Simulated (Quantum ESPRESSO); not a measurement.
BN:

```xyz
4
Lattice="2.5539 0.0000 0.0000 -1.2770 2.2118 0.0000 0.0000 0.0000 4.2269" Properties=species:S:1:pos:R:3 pbc="T T T"
N     0.0000    1.4745    0.5295
N     1.2770    0.7373    2.6430
B     0.0000    1.4745    2.1123
B     1.2770    0.7373    4.2257
```

Measurements of this composition are mostly on another form, of space group No. 194.

Base run:

- Program: Quantum ESPRESSO 7.5
- Functional: BLYP
- Potentials or basis: GBRV 1.5 PBE
- Cutoff: 612 eV
- Density cutoff: 4898 eV
- k mesh: 8 × 8 × 4, shifted
- Occupations: fermi-dirac, width 0.05 eV
- Spin: no spin polarisation

Its results: pressure 9.0 GPa; largest force 0.023 eV/Å; electronic dielectric tensor (diagonal) 4.47, 4.47, 4.63.

Question: The run is repeated on the same cell with these changes: functional from BLYP to WC. What comes out?

Answer: Pressure -4.9 GPa; largest force 0.013 eV/Å; electronic dielectric tensor (diagonal) 4.61, 4.61, 4.77.

WC binds more tightly than BLYP, so the same cell stands under less pressure.

Caveats: the potentials were made for another functional, which shifts forces and pressure; the cell is more than 3 GPa from zero pressure, which shifts response properties.

Not every run made on this cell is shown here.
